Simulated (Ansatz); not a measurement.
# How BAs absorbs and reflects light

Wanted: where BAs starts to absorb, how strongly, and its refractive index.

Method: DFT, PBE, plane-wave PAW, default files, scalar-relativistic, independent-particle optical response without local fields, in Ansatz 0.2.0.

**What experiment says.**

“Optical properties of cubic boron arsenide” (2019, arxiv:1911.04914) reports for BAs, zinc blende, by spectroscopic ellipsometry (CVT-grown opaque bulk crystals, 300 K): band gap (direct gap from square of absorption coefficient, average of two …) about 4.12 eV [Extrapolated from square of absorption coefficient from ellipsometry; average of two …].

### 1. The starting structure

Symmetry: F-43m, No. 216, cubic system. The conventional cell has a = 4.777 Å, b = 4.777 Å, c = 4.777 Å, α = 90.00°, β = 90.00°, γ = 90.00°. Nearest to As lie 4 B at 2.07 Å. B has 4 As at 2.07 Å nearest. Farther neighbours are not listed.

### 2. Ground state and bands

First the ground state: is it a metal or has it a gap?

This step: DFT, PBE, plane-wave PAW, default files, scalar-relativistic, ground state (Ansatz 0.2.0).

The input, input.yaml:

```yaml
crystal:
  lattice:
    - [0.0, 2.3885, 2.3885]
    - [2.3885, 0.0, 2.3885]
    - [2.3885, 2.3885, 0.0]
  atoms:
    - { symbol: As, position: [0.75, 0.75, 0.75] }
    - { symbol: B, position: [0.0, 0.0, 0.0] }
kpoints:
  mp_grid: { grid: [9, 9, 9] }
  band_path:
    path:
      - [[0.0, 0.0, 0.0], [0.5, 0.0, 0.5], [0.5, 0.25, 0.75], [0.375, 0.375, 0.75], [0.0, 0.0, 0.0], [0.5, 0.5, 0.5], [0.625, 0.25, 0.625], [0.5, 0.25, 0.75], [0.5, 0.5, 0.5], [0.375, 0.375, 0.75]]
      - [[0.625, 0.25, 0.625], [0.5, 0.0, 0.5]]
    npoints: 5
scf:
  occupations: { method: fermi_dirac, width: 0.05 }
  n_extra_bands: 6
hamiltonian:
  xc: pbe
  pseudopotentials: { kind: paw }
output:
  forces: true
  stress: true
  populations: true
  write_bands: true
```

On the command line:

```sh
$ ansatz run input.yaml --threads 4 --pin off --max-ram 8192MiB --backend cpu --events-out ev --progress --plain --runs-dir out
```

Numbers of over 12 decimals in the logs are rounded to 6 here.

Log:

```text
scf.n_extra_bands = 6 over 9 filled bands (N_el = 18.0): the run solves 15 bands
Engine: ansatz 0.2.0, x86_64-unknown-linux-gnu
Pseudopotentials: kind: paw
Pseudopotential: As, paw, valence charge 15, recommended cutoff 420 eV (normal), As.paw.azcp
Pseudopotential: B, paw, valence charge 3, recommended cutoff 420 eV (normal), B.paw.azcp
Functional definition: PBE
  parameter kappa = 0.804
  parameter beta = 0.066725
  exchange = pbe_x(kappa = kappa, mu = beta*pi^2/3)
  correlation = pbe_c(beta = beta)
Crystal: 2 atoms, lattice volume = 27.252 Å³
Basis set: ecut = 420 eV, 531 PW (Γ), exchange–correlation on 48×48×48 points (8 copies of the dense FFT grid, shifted against one another)
Bands: 15, of which v1, the nominal top of the filled ones, is band 9 counted from 1 (8 counted from 0)
Symmetry: 24 space group operations
Space group: F-43m (ITA 216), of the structure as read, at distance tolerance 3.0e-5 Å
k-points: 35 of 729 (time reversal used)
Non-local potential: As, projectors of the file, l = 0: 2, l = 1: 2, l = 2: 3, l = 3: 1
Non-local potential: B, projectors of the file, l = 0: 2, l = 1: 2, l = 2: 1
PAW form: soft (Blöchl's): semilocal exchange-correlation on the pseudo side does not see the compensation charge
PAW one-centre angular grid: As, 590 points (default); XC on 64 Gauss nodes
PAW one-centre angular grid: B, 110 points (default); XC on 64 Gauss nodes
Initial density: superposition of atomic densities (neutral atoms: chi_scale 0, normalization atom), corrected by the library's trained network
Initial wavefunctions: pseudopotential atomic-orbital guess
Functional: x = pbe(κ = 0.804, μ = 0.219515), c = pbe(β = 0.066725)
SCF iter   1: F=—  HF=-5012.099597 eV  |F-HF|=—  |Δ(HF+E_count)|=         —  Δρ=8.27e-4  dr2=1.27e-4  ethr=1.77e-3  ⟨swp⟩=5.3  Hψ=2881  notcnv=0  defer=4
preconditioner: auto → none  [insulator: Δε(μ)=1.236 eV  Ē_g=14.626 eV  σ=0.050 eV  W_gap=1.00  n_scr=8 (ndim 8)  ℏωp=20.1 eV  f_vac=0.001  D(μ)=0.00/eV (n_scr^D=0)  ε∞_Penn≈2.9]
SCF iter   2: F=—  HF=-5012.099620 eV  |F-HF|=—  |Δ(HF+E_count)|=   2.34e-5  Δρ=4.97e-4  dr2=5.22e-5  ethr=7.04e-7  ⟨swp⟩=2.8  Hψ=1169  notcnv=0  defer=14
SCF iter   3: F=—  HF=-5012.099629 eV  |F-HF|=—  |Δ(HF+E_count)|=   8.27e-6  Δρ=2.87e-4  dr2=8.21e-6  ethr=2.90e-7  ⟨swp⟩=2.8  Hψ=790  notcnv=0  defer=14
SCF iter   4: F=—  HF=-5012.099661 eV  |F-HF|=—  |Δ(HF+E_count)|=   3.20e-5  Δρ=8.91e-5  dr2=3.09e-6  ethr=4.56e-8  ⟨swp⟩=2.0  Hψ=785  notcnv=0  defer=14
SCF iter   5: F=—  HF=-5012.099659 eV  |F-HF|=—  |Δ(HF+E_count)|=   1.75e-6  Δρ=3.13e-5  dr2=3.82e-7  ethr=1.72e-8  ⟨swp⟩=2.3  Hψ=748  notcnv=0  defer=14
SCF iter   6: F=-5012.099659 eV  HF=-5012.099659 eV  |F-HF|=8.08e-8  |Δ(HF+E_count)|=   1.24e-7  Δρ=1.30e-5  dr2=5.80e-8  ethr=5.56e-10  ⟨swp⟩=7.1  Hψ=2102  notcnv=0
SCF 1 converged in 6 iterations: F = -5012.099659 eV  dr2 = 5.80e-8
  greatest PAW one-centre occupation: 0.999 electrons in one spin orbital (limit 2), on the As atom at site 0 (counted from 0), in its partial waves of l = 2
NSCF: frozen V_eff on 52 k-points
SCF converged after 6 iterations
Free energy (F): -5012.099659 eV
Harris-Foulkes:  -5012.099659 eV  (|F-HF|=8.08e-8)
Internal energy: -5012.099659 eV  (E = F + TS)
E sigma→0 (E₀):  -5012.099659 eV
Entropy (-TS):   -0.000000 eV (-0.000 meV/atom)
Fermi energy:    11.718278 eV
--- Per-component energies (eV) ---
  E_band       = -210.287613
  E_kinetic    = 152.082654
  E_local      = -1693.927768  (includes V_loc(G=0)·N_el)
  E_nonlocal   = -657.796620
  E_hartree    = 940.043385
  E_xc         = -111.431705
  E_vxc        = -117.663521  (∫ρ·V_xc dr)
  E_paw        = -1915.294615  (= ΣΔE_a)
  E_vpaw       = 226.940645  (= ΣTr[D̂ρ^β])
  E_aug_tail   = 0.000007  (compensation charges beyond the density's cutoff)
  E_ewald      = -1725.774997
  E_smearing   = -0.000000  (= −TS)
  E_closure    = -0.000000  (closes the sum)
  Σ components = -5012.099659   (vs F -5012.099659, Δ=0.00e0)
--- Forces (eV/Å), atoms counted from 1 ---
  atom   1  As     0.00000000     0.00000000    -0.00000000
  atom   2  B     -0.00000000     0.00000000    -0.00000000
  max |Σ_I F_I| component: 4.81e-16 eV/Å
--- Stress (GPa, compression-positive) ---
        2.769274      -0.000000      -0.000000
        0.000000       2.769274       0.000000
       -0.000000       0.000000       2.769274
  P = ⅓ Tr σ = 2.7693 GPa (27.693 kbar)
--- Band table (eV; the first three rows and the last of 35) ---
  k-point 0: bands = [... 5 lower, -4.2774, 11.1261, 11.1261, 11.1261, 14.4069, 14.4069, 14.4069, 15.7996, ... 2 higher]
  k-point 1: bands = [... 5 lower, -4.0748, 9.4824, 10.7657, 10.7657, 14.5415, 14.8826, 14.8826, 16.8533, ... 2 higher]
  k-point 2: bands = [... 5 lower, -3.4803, 6.8396, 10.1262, 10.1262, 14.2697, 15.6538, 15.6538, 18.6450, ... 2 higher]
  k-point 34: bands = [... 5 lower, -0.1291, 3.1820, 5.5189, 6.4109, 16.0014, 16.7296, 17.5186, 19.5608, ... 2 higher]
--- Löwdin populations: 2 sites ---
  site symbol       q [e]
     0     As     14.3679
     1      B      3.5942
  spilling = 0.002105 (of n_electrons = 18.000000)
```

It took 4.2 s on 4 threads of Intel Xeon Platinum 8488C (Sapphire Rapids), shared host; peak memory 0.28 GiB; 2.3 s of CPU time.

Numbers from this step:

- free energy: -5012.0997 eV
- Fermi energy: 11.72 eV
- gap by band count: 1.235 eV
- electrons: 18
- symmetry operations: 24
- pressure: 2.769 GPa
- volume: 27.25 Å³
- gap on the path: 1.184 eV
- least direct gap on the path: 3.281 eV

There is a gap, 1.18 eV on the path, so no carriers' term is needed. The cell is left with a pressure of 2.8 GPa, as it stands unrelaxed at this level.

Electronic bands along the path, in eV, zero at the Fermi level; v1 is the highest filled band, c1 the lowest empty one:

| point | v4 | v3 | v2 | v1 | c1 | c2 | c3 | c4 |
| --- | --- | --- | --- | --- | --- | --- | --- | --- |
| Γ | -16.00 | -0.59 | -0.59 | -0.59 | 2.69 | 2.69 | 2.69 | 4.08 |
| 0.40 of the way | -15.13 | -3.59 | -2.72 | -2.72 | 1.41 | 4.73 | 5.75 | 5.75 |
| X | -11.81 | -9.11 | -4.67 | -4.67 | 0.85 | 0.86 | 10.80 | 10.80 |
| 0.40 of the way | -11.76 | -8.98 | -5.19 | -5.11 | 1.82 | 1.90 | 9.67 | 9.95 |
| W | -11.65 | -8.64 | -6.07 | -5.78 | 4.67 | 5.35 | 6.22 | 6.46 |
| 0.60 of the way | -11.80 | -8.70 | -6.44 | -4.64 | 2.35 | 5.02 | 7.75 | 8.32 |
| K | -11.86 | -8.73 | -6.53 | -4.07 | 1.46 | 4.96 | 8.64 | 9.18 |
| 0.40 of the way | -13.91 | -6.68 | -5.19 | -2.21 | 3.18 | 5.01 | 5.91 | 6.54 |
| Γ | -16.00 | -0.59 | -0.59 | -0.59 | 2.69 | 2.69 | 2.69 | 4.08 |
| 0.40 of the way | -15.35 | -4.35 | -1.47 | -1.47 | 2.62 | 3.81 | 3.81 | 6.59 |
| L | -13.13 | -9.37 | -2.41 | -2.41 | 2.10 | 4.20 | 4.20 | 8.29 |
| 0.40 of the way | -12.84 | -9.11 | -4.18 | -2.94 | 2.65 | 4.68 | 5.34 | 8.57 |
| U | -11.86 | -8.73 | -6.53 | -4.07 | 1.46 | 4.96 | 8.64 | 9.18 |
| 0.40 of the way | -11.80 | -8.70 | -6.44 | -4.64 | 2.35 | 5.02 | 7.75 | 8.32 |
| W | -11.65 | -8.64 | -6.07 | -5.78 | 4.67 | 5.35 | 6.22 | 6.46 |
| 0.60 of the way | -12.75 | -9.03 | -4.49 | -3.24 | 3.20 | 4.01 | 6.11 | 8.57 |
| L | -13.13 | -9.37 | -2.41 | -2.41 | 2.10 | 4.20 | 4.20 | 8.29 |
| 0.40 of the way | -12.84 | -9.11 | -4.18 | -2.94 | 2.65 | 4.68 | 5.34 | 8.57 |
| K | -11.86 | -8.73 | -6.53 | -4.07 | 1.46 | 4.96 | 8.64 | 9.18 |
| jump to U | -11.86 | -8.73 | -6.53 | -4.07 | 1.46 | 4.96 | 8.64 | 9.18 |
| 0.60 of the way | -11.79 | -9.04 | -5.25 | -4.57 | 0.95 | 1.77 | 10.35 | 10.41 |
| X | -11.81 | -9.11 | -4.67 | -4.67 | 0.85 | 0.86 | 10.80 | 10.80 |

The electronic bands as a text plot (rows in eV, shown from -8.6 to 6.6 only):

```
    6.3 |             +     ++++     +       ++  +++ ++    ++
    5.6 |   +               ++              ++    +       ++
    5.0 | +++         ++++  ++  +  ++          +++ +         +
    4.4 |+           ++       ++ ++   +++++++    ++++  ++++
    3.7 | ++         +        +++    +              ++++      +
    3.1 |    ++     +  +    +++++  ++                ++
    2.5 |+++              ++     ++  +++   +++  +      + +++
    1.8 |      ++  +    +               +++   +         +   +  +
    1.2 |   +     +      +                     +             ++++
    0.6 |    +++++                                              +
   -0.1 |
   -0.7 |*                      *****
   -1.3 | **                  ***    *
   -1.9 |                   **  *  ** **
   -2.6 |   *                           ****           ***
   -3.2 |                 **  **           ***       *** ***
   -3.8 |   ***          *                    **    *       **
   -4.5 |      ***      *     **     *      *   *    **   *   ***
   -5.1 |         **   *    **                     *           **
   -5.7 |    **     ***                      *   ** *      *
   -6.4 |             ********        **      ******        ***
   -7.0 |
   -7.6 |      **
   -8.3 |                 **            *          *
         Γ       X    W  K        Γ      L     U  W     L   K|U X
```

### 3. Spectrum

The spectrum is a sum over vertical transitions between filled and empty bands at the fixed density, so many empty bands are needed.

This step: DFT, PBE, plane-wave PAW, default files, scalar-relativistic, independent-particle optical response without local fields (Ansatz 0.2.0).

input.yaml, the sections that differ from step 2:

```yaml
kpoints:
  mp_grid: { grid: [9, 9, 9] }
scf:
  occupations: { method: fixed }
output:
  optics:
    e_range: [0, 14]
    de: 0.05
    sigma: 0.1
    nscf_kmesh: { grid: [8, 8, 8] }
    bands: { spectra_wanted_up_to: 14 }
# crystal, hamiltonian: as in step 2
```

Log:

```text
[...]
Crystal: 2 atoms, lattice volume = 27.252 Å³
Basis set: ecut = 420 eV, 531 PW (Γ)
Bands: 13, of which v1, the nominal top of the filled ones, is band 9 counted from 1 (8 counted from 0)
Symmetry: 24 space group operations
[...]
k-points: 35 of 729 (time reversal used)
[...]
SCF iter   1: F=—  HF=-5012.099611 eV  |F-HF|=—  |Δ(HF+E_count)|=         —  Δρ=8.05e-4  dr2=1.07e-4  ethr=1.77e-3  ⟨swp⟩=4.4  Hψ=2278  notcnv=0  defer=46
[...]
SCF iter   7: F=-5012.099658 eV  HF=-5012.099658 eV  |F-HF|=2.73e-12  |Δ(HF+E_count)|=   1.42e-9  Δρ=1.29e-7  dr2=3.73e-12  ethr=1.00e-12  ⟨swp⟩=3.1  Hψ=2065  notcnv=0
SCF 1 converged in 7 iterations: F = -5012.099658 eV  dr2 = 3.73e-12
[...]
NSCF: frozen V_eff on 29 k-points
output.optics: what the bands over the 20 summed would add to eps1, eps2 and the energy-loss function is held between a lower and an upper bound (5 Lanczos steps). eps1, eps2 and their loss function (loss_summed_bands) are given on every row as the summed bands alone make them. Along an axis, on a row where the two bounds hold the loss function to about 1 % of the greater of itself and 0.5 % of |1/eps|, its cell (loss_completed) is given, with the completed eps1 and eps2 that it is formed of (a cell that is left empty reads nan in the table and null in the record). The two bounds hold it so along every axis on all 281 rows up to 14.000 eV. [rest of the remark cut]
SCF converged after 7 iterations
Free energy (F): -5012.099658 eV
[...]
Internal energy: -5012.099658 eV  (E = F + TS)
E sigma→0 (E₀):  -5012.099658 eV
Fermi energy:    11.126074 eV
[...]
--- Band table (eV; the first three rows and the last of 35) ---
  k-point 0: bands = [... 5 lower, -4.2774, 11.1261, 11.1261, 11.1261, 14.4069, 14.4069, 14.4069, 15.7996]
  k-point 1: bands = [... 5 lower, -4.0748, 9.4824, 10.7657, 10.7657, 14.5415, 14.8826, 14.8826, 16.8533]
  k-point 2: bands = [... 5 lower, -3.4802, 6.8396, 10.1262, 10.1262, 14.2697, 15.6538, 15.6538, 18.6449]
  k-point 34: bands = [... 5 lower, -0.1290, 3.1820, 5.5189, 6.4109, 16.0014, 16.7296, 17.5186, 19.5608]
```

The job ended after 2.2 s (4 threads; peak memory 0.5 GiB; 7 s of CPU time).

Numbers from this step:

* electronic dielectric constant ε∞, mean over x, y and z (by symmetry where fewer were run): 10.10
* absorption onset, first axis (α over 10⁴ cm⁻¹, or the direct gap if that lies higher): 3.281 eV
* main peak of Im epsilon, first axis: 5.589 eV
* photocurrent from vertical transitions in a film 500 nm thick on a perfect mirror (two passes), AM1.5G, no front reflection, all carriers collected: 0.8642 mA/cm²
* least direct gap on the mesh: 3.281 eV
* bands summed: 20
* spectra valid up to: 18.66 eV
* program's estimate of the k-sum error in Im epsilon: 0.45 %
* electrons in the f-sum: 8.132

The Im ε, any direction has structure finer than the step of the table below, so its rows give means over 0.5 eV, whole bins alone (the curve runs from 0 to 14 eV). Peaks (eV: height): 5.60: 48.4.

The Im ε, any direction by photon energy; means over each step:

photon energy (eV), Im ε, any direction and a bar:
```
      2.5        0.0 
      3.0        0.1 
      3.5        3.7 ###
      4.0        8.7 #######
      4.5       14.6 #############
      5.0       18.0 ################
      5.5       34.8 ##############################
      6.0       20.7 ##################
      6.5       14.8 #############
      7.0       11.5 ##########
      7.5        8.5 #######
      8.0        6.0 #####
      8.5        4.5 ####
      9.0        3.4 ###
      9.5        2.7 ##
     10.0        2.2 ##
     10.5        1.7 ##
     11.0        1.9 ##
     11.5        1.6 #
     12.0        1.3 #
     12.5        1.2 #
     13.0        1.2 #
     13.5        1.0 #
```

Re ε, any direction against photon energy:

photon energy (eV), Re ε, any direction and a bar from the least value:
```
      0.0       10.1 ###################
      0.5       10.2 ###################
      1.0       10.4 ####################
      1.5       10.9 ####################
      2.0       11.6 #####################
      2.5       12.8 ######################
      3.0       15.1 ########################
      3.5       19.1 ############################
      4.0       20.0 #############################
      4.5       19.2 ############################
      5.0       16.4 #########################
      5.5       21.2 ##############################
      6.0       -9.8 
      6.5       -5.3 ####
      7.0       -7.5 ##
      7.5       -7.8 ##
      8.0       -6.7 ###
      8.5       -5.7 ####
      9.0       -4.8 #####
      9.5       -4.1 ######
     10.0       -3.5 ######
     10.5       -2.9 #######
     11.0       -2.3 #######
     11.5       -2.3 #######
     12.0       -1.9 ########
     12.5       -1.6 ########
     13.0       -1.5 ########
     13.5       -1.4 ########
     14.0       -1.2 ########
```

Table of refractive index n and extinction k by photon energy:

| photon energy (eV) | n | k |
| --- | --- | --- |
| 0.0 | 3.18 | 0 |
| 0.5 | 3.19 | 0 |
| 1.0 | 3.23 | 0 |
| 1.5 | 3.30 | 0 |
| 2.0 | 3.41 | 0 |
| 2.5 | 3.58 | 0 |
| 3.0 | 3.89 | 5.7e-6 |
| 3.5 | 4.40 | 0.444 |
| 4.0 | 4.57 | 0.950 |
| 4.5 | 4.67 | 1.62 |
| 5.0 | 4.51 | 1.97 |
| 5.5 | 5.76 | 3.47 |
| 6.0 | 2.45 | 3.98 |
| 6.5 | 2.27 | 3.24 |
| 7.0 | 1.73 | 3.24 |
| 7.5 | 1.36 | 3.11 |
| 8.0 | 1.07 | 2.79 |
| 8.5 | 0.876 | 2.54 |
| 9.0 | 0.740 | 2.32 |
| 9.5 | 0.644 | 2.12 |
| 10.0 | 0.573 | 1.95 |
| 10.5 | 0.490 | 1.76 |
| 11.0 | 0.593 | 1.62 |
| 11.5 | 0.500 | 1.58 |
| 12.0 | 0.454 | 1.46 |
| 12.5 | 0.456 | 1.36 |
| 13.0 | 0.449 | 1.30 |
| 13.5 | 0.407 | 1.24 |
| 14.0 | 0.381 | 1.15 |

Table of reflectivity at normal incidence, any direction by photon energy; read off at these points:

| photon energy (eV) | reflectivity at normal incidence, any direction (%) |
| --- | --- |
| 0.000 | 27.2 |
| 0.250 | 27.2 |
| 0.500 | 27.3 |
| 0.750 | 27.5 |
| 1.000 | 27.8 |
| 1.250 | 28.1 |
| 1.500 | 28.6 |
| 1.750 | 29.1 |
| 2.000 | 29.8 |
| 2.250 | 30.7 |
| 2.500 | 31.7 |
| 2.750 | 33.0 |
| 3.000 | 34.9 |
| 3.250 | 38.3 |
| 3.500 | 40.0 |
| 3.750 | 41.3 |
| 4.000 | 42.7 |
| 4.250 | 44.2 |
| 4.500 | 46.2 |
| 4.750 | 46.4 |
| 5.000 | 47.3 |
| 5.250 | 49.8 |
| 5.500 | 60.1 |
| 5.700 | 68.6 |
| 5.750 | 68.5 |
| 6.000 | 64.7 |
| 6.250 | 60.8 |
| 6.500 | 57.1 |
| 6.750 | 61.7 |
| 7.000 | 61.4 |
| 7.250 | 61.6 |
| 7.500 | 64.3 |
| 7.750 | 64.5 |
| 8.000 | 64.7 |
| 8.250 | 64.8 |
| 8.350 | 64.9 |
| 8.500 | 64.8 |
| 8.750 | 64.8 |
| 9.000 | 64.8 |
| 9.250 | 64.5 |
| 9.500 | 64.2 |
| 9.750 | 63.9 |
| 10.000 | 63.4 |
| 10.250 | 63.7 |
| 10.500 | 63.2 |
| 10.750 | 57.9 |
| 11.000 | 54.0 |
| 11.250 | 56.5 |
| 11.500 | 57.9 |
| 11.650 | 58.0 |
| 11.750 | 57.9 |
| 12.000 | 57.1 |
| 12.250 | 55.0 |
| 12.500 | 54.0 |
| 12.750 | 52.5 |
| 13.000 | 52.5 |
| 13.250 | 52.8 |
| 13.500 | 53.7 |
| 13.750 | 53.5 |
| 14.000 | 52.9 |

Values under 1 per cm are given as 1. The absorption coefficient, any direction by photon energy:

| photon energy (eV) | absorption coefficient, any direction (1/cm) |
| --- | --- |
| 0.000 | 1 |
| 0.500 | 1 |
| 1.000 | 1 |
| 1.500 | 1 |
| 2.000 | 1 |
| 2.500 | 1 |
| 3.000 | 1.74 |
| 3.500 | 1.6e5 |
| 4.000 | 3.9e5 |
| 4.500 | 7.4e5 |
| 5.000 | 1.0e6 |
| 5.500 | 1.9e6 |
| 6.000 | 2.4e6 |
| 6.500 | 2.1e6 |
| 7.000 | 2.3e6 |
| 7.500 | 2.4e6 |
| 8.000 | 2.3e6 |
| 8.500 | 2.2e6 |
| 9.000 | 2.1e6 |
| 9.500 | 2.0e6 |
| 10.000 | 2.0e6 |
| 10.500 | 1.9e6 |
| 11.000 | 1.8e6 |
| 11.500 | 1.8e6 |
| 12.000 | 1.8e6 |
| 12.500 | 1.7e6 |
| 13.000 | 1.7e6 |
| 13.500 | 1.7e6 |
| 14.000 | 1.6e6 |

At chosen wavelengths:

| wavelength (nm) | n | k | R (%) | 1/α |
| --- | --- | --- | --- | --- |
| 1064 | 3.25 | 0.000 | 28.0 | over 1 mm |
| 800 | 3.31 | 0.000 | 28.7 | over 1 mm |
| 633 | 3.40 | 0.000 | 29.7 | over 1 mm |
| 532 | 3.51 | 0.000 | 31.0 | over 1 mm |
| 405 | 3.95 | 0.000 | 35.5 | 109 µm |
| 365 | 4.37 | 0.321 | 39.6 | 90 nm |
| 308 | 4.57 | 0.979 | 42.9 | 25 nm |

Rows near the edge hang on the gap, which this functional as a rule makes too small, and phonon-assisted absorption is left out.

Through 1 µm of it, D65 light comes out colourless, dimmed by reflection (x = 0.318, y = 0.335; 53 % transmitted).

The f-sum over the summed bands holds 8.1 of the cell's 18 electrons outside the frozen cores, 10 of which lie in bands more than 12 eV below the Fermi level, whose transitions come at higher energies. Up to 14 eV the strength has a mean oscillator energy of 6.1 eV, close to the main peak.

### 4. What came out

```json
{"gap on the path": "1.18 eV", "least direct gap on the path": "3.28 eV", "electronic dielectric constant ε∞, mean over x, y and z (by symmetry where fewer were run) (independent particles)": "10.1", "absorption onset, first axis (α over 10⁴ cm⁻¹, or the direct gap if that lies higher)": "3.28 eV", "main peak of Im epsilon, first axis": "5.59 eV", "photocurrent from vertical transitions in a film 500 nm thick on a perfect mirror (two passes), AM1.5G, no front reflection, all carriers collected": "0.864 mA/cm²"}
```

**Reading.** At this level (PBE, independent particles) BAs has ε∞ = 10.1 and n = 3.21 at 1550 nm; absorption sets in near 3.3 eV, and Im ε peaks at 5.6 eV. The gap is indirect (1.18 eV), so absorption without phonons can begin only at the direct gap of 3.28 eV. Lines 0.1 eV wide carry a tail of absorption under the direct gap, past the threshold already at 3.20 eV. Absorption passes 10⁴ cm⁻¹ from the direct gap on, 3.28 eV, in the ultraviolet, so the visible is passed, but for phonon-assisted absorption over the indirect gap, which is left out. The f-sum over the summed bands holds 8.1 of the cell's 18 electrons outside the frozen cores, 10 of which lie in bands more than 12 eV below the Fermi level, whose transitions come at higher energies. Up to 14 eV the strength has a mean oscillator energy of 6.1 eV, close to the main peak. Through 1 µm of it, D65 light comes out colourless, dimmed by reflection (x = 0.318, y = 0.335; 53 % transmitted). Excitons and phonon-assisted transitions are missing, and so are local fields; PBE gaps are as a rule too small, which pulls the onset down and ε∞ up. In the base run ε includes the program's bounded estimate of what the bands above those summed add.

Calculation against experiment:

| quantity | measured | PBE |
| --- | --- | --- |
| band gap (direct gap) (eV) | 4.12 | 3.28 (-0.84 eV) |

Measured values from arxiv:1911.04914 (2019).

How well it matches: The band gap is off by -0.84 eV: a clear miss. Local and semilocal functionals usually give gaps below the measured ones. An optical gap can lie under the band gap by the exciton's binding. Zero-point and thermal motion shift the measured gap. No cell relaxation is part of this session.

[Logs are printed without paths, hosts, clocks, repeated set-up lines and the standing remarks that a program may print on its own settings, such as how far it seeks lower states.]

[Hosts, paths, dates, database ids (printed as entryN), source tags and the programs' standing remarks are cut or masked in the printed files.]
